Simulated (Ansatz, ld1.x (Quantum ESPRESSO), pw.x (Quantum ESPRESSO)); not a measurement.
From atom to crystal: ultrasoft potential for cerium (Ce)

ld1.x (Quantum ESPRESSO) 7.5 input, shortened:

```
&input
   title='Ce', zed=58., rel=1, dft='PBE', iswitch=3,
   config='[Xe] 4f1 5d0 6s0 6p0'
 /
 &inputp
   pseudotype=3, tm=.true., lloc=-1, rcloc=3.05,
   nlcc=.false.,
   which_augfun='PSQ', rmatch_augfun_nc=.true.
 /
8
5S  1  0   2.00   0.00  2.10  2.65  0.0
6S  2  0   0.00   0.00  2.10  2.65  0.0
5P  2  1   6.00   0.00  2.15  2.55  0.0
6P  3  1   0.00   0.00  2.15  2.55  0.0
5D  3  2   0.00   0.00  3.25  3.60  0.0
5D  3  2   0.00   1.00  3.25  3.60  0.0
4F  4  3   1.00   0.00  1.35  1.85  0.0
4F  4  3   0.00  -1.70  1.35  1.85  0.0
 &test
   configts(1)='4f1 5s2 5p6 5d0 6s0 6p0'
 /
```

Crystal test: diamond Ce in pw.x 7.5, no spin, 8³ k-points, Fermi–Dirac smearing 0.01 Ry, cutoffs 55/500 Ry. The lattice is a test structure that the element need not adopt, and mesh and smearing are coarse. Spin polarisation and strong correlation are left out, which matters for this element.

pw.x input:

```
&control
  calculation='scf', prefix='x', pseudo_dir='./', outdir='./tmp', tstress=.true., disk_io='low'
/
&system
  ibrav=0, nat=2, ntyp=1, ecutwfc=55, ecutrho=500, nbnd=21,
  occupations='smearing', smearing='fd', degauss=0.01
/
&electrons
  conv_thr=1e-09, mixing_beta=0.4, electron_maxstep=70
/
ATOMIC_SPECIES
Ce 1.0 Ce.UPF
CELL_PARAMETERS angstrom
  0.00000000 3.12275999 3.12275999
  3.12275999 0.00000000 3.12275999
  3.12275999 3.12275999 0.00000000
ATOMIC_POSITIONS crystal
Ce 0.0000 0.0000 0.0000
Ce 0.2500 0.2500 0.2500
K_POINTS automatic
8 8 8 0 0 0
```

```bash
pw.x < Ce.scf.in > Ce.scf.out
```

Problem. How does the run end?

Solution. Failed (cdiaghg: S matrix not positive definite). The atomic test gives a lowest overlap eigenvalue of -0.42 in the s channel. The largest radius (3.60 bohr) exceeds half the bond length (2.56 bohr), so the spheres overlap, which is one possible source of error among others. The ghost test of this file was not conclusive. Its overlap operator is not positive definite. Atomic configuration tests: test run stopped at test 1 of 7 (negative rho). The log shows:

```
Message from routine setup:
     using ibrav=0 with symmetry is DISCOURAGED, use correct ibrav instead
     lattice parameter (alat)  =       8.3455  a.u.
     unit-cell volume          =     411.0006 (a.u.)^3
     number of electrons       =        24.00
     number of Kohn-Sham states=           21
     kinetic-energy cutoff     =      55.0000  Ry
     charge density cutoff     =     500.0000  Ry
     scf convergence threshold =      1.0E-09
     Exchange-correlation= PBE
     number of k points=    29  Fermi-Dirac smearing, width (Ry)=  0.0100
     iteration #  1     ecut=    55.00 Ry     beta= 0.40
     Error in routine cdiaghg (65):
     S matrix not positive definite
```
